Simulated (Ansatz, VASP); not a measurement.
# Two plane-wave programs on NaH

```xyz
2
Lattice="0.0000 2.3902 2.3902 2.3902 0.0000 2.3902 2.3902 2.3902 0.0000" Properties=species:S:1:pos:R:3 pbc="T T T"
Na    0.0000    0.0000    0.0000
H     2.3902    2.3902    2.3902
```

Change from the starting cell: volume scaled by 0.94.

Alike in both runs: task single point; functional PBE; k mesh 9 × 9 × 9; occupations fermi-dirac, width 0.05 eV; no spin polarisation.

```csv
,VASP,Ansatz
version,VASP 6.6.1,Ansatz 0.2.0
potentials or method,"VASP PAW PBE potentials, release 64 (Na_pv, H)",Ansatz PAW
plane-wave cutoff (eV),520,420
valence electrons in the cell,8,10
```

```tsv
	VASP	Ansatz	Ansatz less VASP
gap on the k mesh at the Fermi level (eV)	4.13	4.13	+0.001
least direct gap on the mesh (eV)	4.84	4.85	+0.004
pressure (GPa)	0.8	0.8	+0.03
```

The functional is the same, so the differences come from potentials, cutoffs and numerics. The two sets of potentials don't hold the same shells in valence.

Caveats: an odd mesh through Γ misses points on the zone boundary, where band edges often lie (VASP); odd divisions of the mesh miss points on the zone boundary, where band edges often lie, so the gap on the mesh can be too wide (Ansatz).
